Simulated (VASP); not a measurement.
# Al (Im-3m) in VASP: further runs

One crystal, Al, is run at these levels: PBEsol; tasks: equation of state.

All numbers are computed with VASP 6.6.1; they aren't measurements. Logs are shortened: lines on timing, memory, paths and dates and some standing lists are left out, and cuts for length are marked.

### 1 The structure

Symmetry: Im-3m, No. 229, cubic system. Conventional cell: a = 3.220 Å, b = 3.220 Å, c = 3.220 Å, α = 90.00°, β = 90.00°, γ = 90.00°. Al (site symmetry m-3m) has 8 Al at 2.79 Å as nearest neighbours.

This isn't the form of Al at room conditions, which is fcc.

### 2 Equation of state, PBEsol, 16.02 Å³/atom (a relaxed cell with its volume scaled by 0.96)

Input file INCAR:

```
PREC = Accurate ; ENCUT = 520
EDIFF = 1E-7 ; ISMEAR = -1
SIGMA = 0.05 ; LREAL = F
LASPH = T ; NELM = 80
ALGO = Normal ; ISIF = 2
LWAVE = F ; LCHARG = F
GGA = PS
```

Input file KPOINTS:

```
regular mesh
0
Gamma
  10 10 10
```

Input file POSCAR:

```
Al                                      
1.0
   -1.5880748835      1.5880748835      1.5880748835
    1.5880748835     -1.5880748835      1.5880748835
    1.5880748835      1.5880748835     -1.5880748835
  Al            
     1
Direct
     0.0000000000000000    0.0000000000000000    0.0000000000000000
```

Potentials or basis: VASP PAW PBE potentials, release 64 (Al).

On the command line:

```
cat potpaw_PBE.64/Al/POTCAR > POTCAR
mpirun -np 1 vasp_std > vasp.out
```

OUTCAR:

```text
PREC = Accurate
   ENCUT = 520
   EDIFF = 1E-7
   ISMEAR = -1
   LREAL = F
   LASPH = T
   NELM = 80
   ISIF = 2
   GGA = PS

 ion  position               nearest neighbor table
   1  0.000  0.000  0.000-

  LATTYP: Found a body centered cubic cell.
 ALAT       =     3.1761497670

  Lattice vectors:

 A1 = (  -1.5880748835,   1.5880748835,   1.5880748835)
 A2 = (   1.5880748835,  -1.5880748835,   1.5880748835)
 A3 = (   1.5880748835,   1.5880748835,  -1.5880748835)

Analysis of symmetry for initial positions (statically):
=====================================================================
 Subroutine PRICEL returns:
 Original cell was already a primitive cell.

 Routine SETGRP: Setting up the symmetry group for a
 body centered cubic supercell.

 Subroutine GETGRP returns: Found 48 space group operations
 (whereof 48 operations were pure point group operations)
 out of a pool of 48 trial point group operations.

The static configuration has the point symmetry O_h .

Analysis of symmetry for dynamics (positions and initial velocities):
=====================================================================
 Subroutine PRICEL returns:
 Original cell was already a primitive cell.

 Routine SETGRP: Setting up the symmetry group for a
 body centered cubic supercell.

 Subroutine GETGRP returns: Found 48 space group operations
 (whereof 48 operations were pure point group operations)
 out of a pool of 48 trial point group operations.

The dynamic configuration has the point symmetry O_h .

 Subroutine INISYM returns: Found 48 space group operations
 (whereof 48 operations are pure point group operations),
 and found     1 'primitive' translations

----------------------------------------------------------------------------------------

                                     Primitive cell

  volume of cell :      16.0204

  direct lattice vectors                    reciprocal lattice vectors
    -1.588074884  1.588074884  1.588074884     0.000000000  0.314846614  0.314846614
     1.588074884 -1.588074884  1.588074884     0.314846614  0.000000000  0.314846614
     1.588074884  1.588074884 -1.588074884     0.314846614  0.314846614  0.000000000

  length of vectors
     2.750626384  2.750626384  2.750626384     0.445260352  0.445260352  0.445260352

  position of ions in fractional coordinates (direct lattice)
     0.000000000  0.000000000  0.000000000

  ion indices of the primitive-cell ions
   primitive index   ion index
                 1           1

----------------------------------------------------------------------------------------

 KPOINTS: regular mesh

Automatic generation of k-mesh.
 Grid dimensions read from file:
 generate k-points for:   10   10   10

 Generating k-lattice:

  Cartesian coordinates                     Fractional coordinates (reciprocal lattice)
     0.000000000  0.031484661  0.031484661     0.100000000  0.000000000  0.000000000
     0.031484661  0.000000000  0.031484661     0.000000000  0.100000000  0.000000000
     0.031484661  0.031484661  0.000000000     0.000000000  0.000000000  0.100000000

  Length of vectors
     0.044526035  0.044526035  0.044526035

  Shift w.r.t. Gamma in fractional coordinates (k-lattice)
     0.000000000  0.000000000  0.000000000

 Subroutine IBZKPT returns following result:
 ===========================================

 Found     47 irreducible k-points:

 Following reciprocal coordinates:
            Coordinates               Weight
  0.000000  0.000000  0.000000      1.000000
  0.100000  0.000000  0.000000     12.000000
  0.200000  0.000000  0.000000     12.000000
  0.300000  0.000000  0.000000     12.000000
  0.400000  0.000000  0.000000     12.000000
  0.500000  0.000000  0.000000      6.000000
[... 16 lines left out ...]
  0.300000  0.300000  0.100000      8.000000
 -0.300000  0.300000  0.100000     24.000000
 [... further k-points ...]
   k-points           NKPTS =     47   k-points in BZ     NKDIM =     47   number of bands    NBANDS=      5
   number of dos      NEDOS =    301   number of ions     NIONS =      1
   total plane-waves  NPLWV =   8000
   dimension x,y,z NGX =    20 NGY =   20 NGZ =   20
   dimension x,y,z NGXF=    40 NGYF=   40 NGZF=   40
   ions per type =               1
   NGX,Y,Z   is equivalent  to a cutoff of  12.09, 12.09, 12.09 a.u.
   NGXF,Y,Z  is equivalent  to a cutoff of  24.18, 24.18, 24.18 a.u.
 SYSTEM =  unknown system
   PREC   = accura    normal or accurate (medium, high low for compatibility)
   ISTART =      0    job   : 0-new  1-cont  2-samecut
   ICHARG =      2    charge: 1-file 2-atom 10-const
   ISPIN  =      1    spin polarized calculation?
   LNONCOLLINEAR =      F non collinear calculations
   LSORBIT =      F    spin-orbit coupling
   LASPH  =      T    aspherical Exc in radial PAW
   ENCUT  =  520.0 eV  38.22 Ry    6.18 a.u.   5.11  5.11  5.11*2*pi/ulx,y,z
   NELM   =     80;   NELMIN=  2; NELMDL= -5     # of ELM steps
   EDIFF  = 0.1E-06   stopping-criterion for ELM
   LREAL  =      F    real-space projection
   EDIFFG = 0.1E-05   stopping-criterion for IOM
   NSW    =      0    number of steps for IOM
   IBRION =     -1    ionic relax: 0-MD 1-quasi-New 2-CG
   NFREE  =      0    steps in history (QN), initial steepest desc. (CG)
   ISIF   =      2    stress and relaxation
   ISYM   =      2    0-nonsym 1-usesym 2-fastsym
   POTIM  = 0.5000    time-step for ionic-motion
   TEBEG  =    0.0;   TEEND  =   0.0 temperature during run
   PSTRESS=    0.0 pullay stress
   NELECT =       3.0000    total number of electrons
   NUPDOWN=      -1.0000    fix difference up-down
   EMIN   =  10.00;   EMAX   =-10.00  energy-range for DOS
   EFERMI =   0.00;   METHOD = LEGACY
   ISMEAR =    -1;   SIGMA  =   0.05  broadening in eV -4-tet -1-fermi 0-gaus
   EFERMI_NEDOS =   21; number of points for ismear=-14 and -15
   IALGO  =     38    algorithm
   IMIX   =      4    mixing-type and parameters
     AMIX     =   0.40;   BMIX     =  1.00
     AMIX_MAG =   1.60;   BMIX_MAG =  1.00
  volume/ion in A,a.u.               =      16.02       108.11
  Fermi-wavevector in a.u.,A,eV,Ry     =   0.936607  1.769931 11.935487  0.877234
  Thomas-Fermi vector in A             =   2.063634
   LORBIT       =      0    0 simple, 1 ext, 2 COOP (PROOUT), +10 PAW based schemes
   GGA     = PS    functional components
   LHFCALC =     F    Hartree Fock is set to
   AEXX    =    0.0000 exact exchange contribution
   IVDW    =     0    specifies the selected vdW correction
   LEPSILON=     F    determine dielectric tensor
   LRPA    =     F    only Hartree local field effects (RPA)
 non-spin polarized calculation
  energy-cutoff  :      520.00
  volume of cell :       16.02
 maximum number of plane-waves:       445
   NGX = 11   NGY = 11   NGZ = 11

 number of electron       3.0000000 magnetization

 Free energy of the ion-electron system (eV)
  ---------------------------------------------------
  ext. energy  EPLUGINS =         0.00000000
  ---------------------------------------------------
  free energy    TOTEN  =        -4.00355425 eV

  energy without entropy =       -4.00091418  energy(sigma->0) =       -4.00223421

 E-fermi :   8.2259     XC(G=0): -10.3682

 val. band max:        8.1709767933   @ k =   0.5000   0.5000   0.4000
 cond. band min:       8.2428087672   @ k =  -0.4000   0.4000   0.2000
 fundamental gap:      0.0718319739
 Fermi energy:         8.2259237185

 k-point     1 :       0.0000    0.0000    0.0000
  band No.  band energies     occupation
      1      -3.0697      2.00000
      2      21.6852      0.00000
      3      21.6852      0.00000
      4      21.6852      0.00000
      5      23.3819      0.00000

 k-point     2 :       0.1000    0.0000    0.0000
  band No.  band energies     occupation
      1      -2.7764      2.00000
      2      18.8581      0.00000
      3      20.2607      0.00000
      4      20.6525      0.00000
      5      22.2577      0.00000

 k-point     3 :       0.2000    0.0000    0.0000
  band No.  band energies     occupation
      1      -1.9004      2.00000
      2      14.6643      0.00000
      3      18.6929      0.00000
      4      19.0119      0.00000
      5      20.6658      0.00000

 k-point     4 :       0.3000    0.0000    0.0000
  band No.  band energies     occupation
      1      -0.4528      2.00000
      2      10.7012      0.00000
      3      17.5554      0.00000
      4      17.6890      0.00000
      5      19.4391      0.00000

 k-point     5 :       0.4000    0.0000    0.0000
  band No.  band energies     occupation
      1       1.5472      2.00000
      2       7.1705      2.00000
      3      16.8662      0.00000
      4      16.8734      0.00000
      5      18.6890      0.00000

 k-point     6 :       0.5000    0.0000    0.0000
  band No.  band energies     occupation
      1       3.8331      2.00000
      2       4.3723      2.00000
      3      16.5886      0.00000
      4      16.6464      0.00000
      5      18.4376      0.00000
[... 113 lines left out ...]
 k-point    21 :       0.3000    0.2000    0.1000
  band No.  band energies     occupation
      1       4.0619      2.00000
      2       6.8740      2.00000
      3       9.6746      0.00000
      4      12.5131      0.00000
      5      25.6323      0.00000

 k-point    22 :      -0.2000    0.2000    0.1000
  band No.  band energies     occupation
      1      -1.6096      2.00000
      2      14.8489      0.00000
      3      16.5676      0.00000
      4      18.9672      0.00000
      5      20.6214      0.00000

 k-point    23 :       0.3000    0.3000    0.1000
  band No.  band energies     occupation
      1       6.2753      2.00000
      2       6.2753      2.00000
      3       7.3002      2.00000
      4      12.2316      0.00000
      5      27.6317      0.00000

 k-point    24 :      -0.3000    0.3000    0.1000
  band No.  band energies     occupation
      1      -0.1649      2.00000
      2      10.9532      0.00000
      3      15.3056      0.00000
      4      17.7193      0.00000
      5      20.4464      0.00000

 [... further k-points ...]

------------------------ aborting loop because EDIFF is reached ----------------------------------------

  FORCE on cell =-STRESS in cart. coord.  units (eV):
  Direction    XX          YY          ZZ          XY          YZ          ZX
  --------------------------------------------------------------------------------------
  -------------------------------------------------------------------------------------
  Total        0.3337187      0.3337187      0.3337187     -0.0000000      0.0000000      0.0000000
  in kB       33.3747633     33.3747633     33.3747633     -0.0000000      0.0000000      0.0000000
  external PRESSURE =      33.3747633 kB  Pullay stress =       0.0000000 kB

 VOLUME and BASIS-vectors are now :
 -----------------------------------------------------------------------------
  energy-cutoff  :      520.00
  volume of cell :       16.02
      direct lattice vectors                 reciprocal lattice vectors
    -1.588074884  1.588074884  1.588074884     0.000000000  0.314846614  0.314846614
     1.588074884 -1.588074884  1.588074884     0.314846614  0.000000000  0.314846614
     1.588074884  1.588074884 -1.588074884     0.314846614  0.314846614  0.000000000

 POSITION                                       TOTAL-FORCE (eV/Angst)
 -----------------------------------------------------------------------------------
      0.00000      0.00000      0.00000        -0.000000     -0.000000     -0.000000
 -----------------------------------------------------------------------------------
    total drift:                                0.000000      0.000000     -0.000000

  FREE ENERGIE OF THE ION-ELECTRON SYSTEM (eV)
  ---------------------------------------------------
  free  energy   TOTEN  =        -4.0035542458 eV

  energy  without entropy=       -4.0009141841  energy(sigma->0) =       -4.00223421
```

It took 3.4 s on 1 thread of Intel Xeon Platinum 8488C (Sapphire Rapids), shared host; peak memory 0.11 GiB.

What came out:

```
Free energy            : -4.0036 eV
Pressure               : 3.3 GPa
Band gap on the k mesh : none (metal or under the smearing width)
```

Caveat: the PAW data sets were made with another functional, which shifts forces and pressure a little.

### 3 Equation of state, PBEsol, 16.35 Å³/atom (a relaxed cell with its volume scaled by 0.98)

INCAR is that of step 2.

KPOINTS is that of step 2.

Input file POSCAR:

```
Al                                      
1.0
   -1.5990274702      1.5990274702      1.5990274702
    1.5990274702     -1.5990274702      1.5990274702
    1.5990274702      1.5990274702     -1.5990274702
  Al            
     1
Direct
     0.0000000000000000    0.0000000000000000    0.0000000000000000
```

Potentials or basis: VASP PAW PBE potentials, release 64 (Al).

On the command line:

```
cat potpaw_PBE.64/Al/POTCAR > POTCAR
mpirun -np 1 vasp_std > vasp.out
```

It took 2.8 s on 1 thread of Intel Xeon Platinum 8488C (Sapphire Rapids), shared host; peak memory 0.13 GiB.

It converged, with:

| Property | Result |
| --- | --- |
| Free energy | -4.0087 eV |
| Pressure | 1.6 GPa |
| Band gap on the k mesh | none (metal or under the smearing width) |

Caveat: the PAW data sets were made with another functional, which shifts forces and pressure a little.

### 4 Equation of state, PBEsol, 16.69 Å³/atom

INCAR is that of step 3.

KPOINTS is that of step 3.

Input file POSCAR:

```
Al                                      
1.0
   -1.6098320376      1.6098320376      1.6098320376
    1.6098320376     -1.6098320376      1.6098320376
    1.6098320376      1.6098320376     -1.6098320376
  Al            
     1
Direct
     0.0000000000000000    0.0000000000000000    0.0000000000000000
```

On the command line:

```
cat potpaw_PBE.64/Al/POTCAR > POTCAR
mpirun -np 1 vasp_std > vasp.out
```

Wall time 2.8 s (1 thread of Intel Xeon Platinum 8488C (Sapphire Rapids), shared host); peak memory 0.12 GiB.

Results (log left out):

```yaml
Free_energy: -4.0103 eV
Pressure: 0.0 GPa
Band_gap_on_the_k_mesh: none (metal or under the smearing width)
```

Caveat: the PAW data sets were made with another functional, which shifts forces and pressure a little.

### 5 Equation of state, PBEsol, 17.02 Å³/atom (a relaxed cell with its volume scaled by 1.02)

INCAR is that of step 4.

KPOINTS is that of step 4.

Input file POSCAR:

```
Al                                      
1.0
   -1.6204934876      1.6204934876      1.6204934876
    1.6204934876     -1.6204934876      1.6204934876
    1.6204934876      1.6204934876     -1.6204934876
  Al            
     1
Direct
     0.0000000000000000    0.0000000000000000    0.0000000000000000
```

On the command line:

```
cat potpaw_PBE.64/Al/POTCAR > POTCAR
mpirun -np 1 vasp_std > vasp.out
```

Run time: 2.8 s. Hardware: 1 thread of Intel Xeon Platinum 8488C (Sapphire Rapids), shared host; peak memory 0.13 GiB.

The run converged. Its results:

- Free energy: -4.0088 eV
- Pressure: -1.4 GPa
- Band gap on the k mesh: none (metal or under the smearing width)

Caveat: the PAW data sets were made with another functional, which shifts forces and pressure a little.

### 6 Equation of state, PBEsol, 17.36 Å³/atom (a relaxed cell with its volume scaled by 1.04)

INCAR is that of step 5.

KPOINTS is that of step 5.

Input file POSCAR:

```
Al                                      
1.0
   -1.6310164674      1.6310164674      1.6310164674
    1.6310164674     -1.6310164674      1.6310164674
    1.6310164674      1.6310164674     -1.6310164674
  Al            
     1
Direct
     0.0000000000000000    0.0000000000000000    0.0000000000000000
```

Potentials or basis: VASP PAW PBE potentials, release 64 (Al).

On the command line:

```
cat potpaw_PBE.64/Al/POTCAR > POTCAR
mpirun -np 1 vasp_std > vasp.out
```

Wall time 2.7 s (1 thread of Intel Xeon Platinum 8488C (Sapphire Rapids), shared host); peak memory 0.12 GiB.

It converged, with:

| Quantity | Value |
| --- | --- |
| Free energy | -4.0045 eV |
| Pressure | -2.7 GPa |
| Band gap on the k mesh | none (metal or under the smearing width) |

Caveat: the PAW data sets were made with another functional, which shifts forces and pressure a little.

### 7 Equation of state, PBEsol

No new run: the results of the series are fitted here.

Results:

| Property | Result |
| --- | --- |
| Equilibrium volume | 16.69 Å³/atom |
| Bulk modulus | 75 GPa |
| Pressure derivative of the bulk modulus | 4.3 (rough: it moves with the points fitted) |

Energy against volume, from the lowest point:
| volume (Å³/atom) | energy (meV/atom) |
| --- | --- |
| 16.020 | 6.73 |
| 16.354 | 1.63 |
| 16.688 | 0.00 |
| 17.022 | 1.49 |
| 17.355 | 5.77 |

Caveat: the PAW data sets were made with another functional, which shifts forces and pressure a little.
